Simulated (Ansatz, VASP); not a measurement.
# MgO: VASP beside Ansatz

File POSCAR:

```
MgO
1.0
    2.9695318757      0.0000000000      0.0000000000
   -1.4847659378      2.5716900417      0.0000000000
    0.0000000000      0.0000000000      5.0921016473
Mg O
2 2
Direct
    0.0000000000      0.0000000000      0.0000000000
    0.0000000000      0.0000000000      0.5000000000
    0.3333333333      0.6666666667      0.2500000000
    0.6666666667      0.3333333333      0.7500000000
```

INCAR.step1

```
ALGO = Normal ; EDIFF = 1E-4
ENCUT = 520 ; GGA = PE
ISMEAR = 0 ; LASPH = T
LCHARG = F ; LREAL = F
LWAVE = T ; NBANDS = 16
NELM = 60 ; PREC = Accurate
SIGMA = 0.01
```

File INCAR.step2:

```
ALGO = Normal ; EDIFF = 1E-6
ENCUT = 520 ; ISIF = 2
ISMEAR = 0 ; ISTART = 1
LASPH = T ; LCHARG = F
LMIXTAU = T ; LREAL = F
LWAVE = F ; METAGGA = R2SCAN
NBANDS = 16 ; NELM = 60
PREC = Accurate ; SIGMA = 0.01
```

Contents of KPOINTS:

```
k-points
0
Gamma
  12 12 6
```

Input for Ansatz:

```yaml
crystal:
  lattice:
    - [2.9695318757, 0.0, 0.0]
    - [-1.4847659378, 2.5716900417, 0.0]
    - [0.0, 0.0, 5.0921016473]
  atoms:
    - { symbol: Mg, position: [0.0, 0.0, 0.0] }
    - { symbol: Mg, position: [0.0, 0.0, 0.5] }
    - { symbol: O, position: [0.3333333333, 0.6666666667, 0.25] }
    - { symbol: O, position: [0.6666666667, 0.3333333333, 0.75] }
kpoints:
  mp_grid: { grid: [12, 12, 6] }
  band_path:
    path:
      - [0.0, 0.0, 0.0]
      - [0.5, 0.0, 0.0]
      - [0.3333333333, 0.3333333333, 0.0]
      - [0.0, 0.0, 0.5]
      - [0.5, 0.0, 0.5]
      - [0.3333333333, 0.3333333333, 0.5]
    npoints: 1
hamiltonian:
  xc: r2scan
scf:
  occupations: { method: fixed }
  n_extra_bands: 5
output:
  forces: true
  stress: true
  eigenvalues: true
```

Change from the starting cell: biaxial_xy strain +1.6%.

Alike in both runs: task single point; functional r2SCAN; k mesh 12 × 12 × 6; no spin polarisation.

|  | VASP | Ansatz |
| --- | --- | --- |
| version | VASP 6.6.1 | Ansatz 0.2.0 |
| potentials or method | VASP PAW PBE potentials, release 64 (Mg, O) | plane waves, PAW |
| plane-wave cutoff (eV) | 520 | 500 |
| occupations | gaussian, width 0.01 eV | fixed |
| valence electrons in the cell | 16 | 32 |

VASP gave:

- gap on the k mesh at the Fermi level (eV): 5.09
- pressure (GPa): -5.7
- largest component of the traceless stress (GPa): 4.55

Q: Estimate Ansatz's values.

A: gap on the k mesh at the Fermi level (eV): 5.12; pressure (GPa): -4.6; largest component of the traceless stress (GPa): 4.57.

The two sets of potentials don't hold the same shells in valence.

Caveats: the PAW data sets were made with another functional, which shifts forces and pressure a little (VASP). A k mesh can miss the band edges.
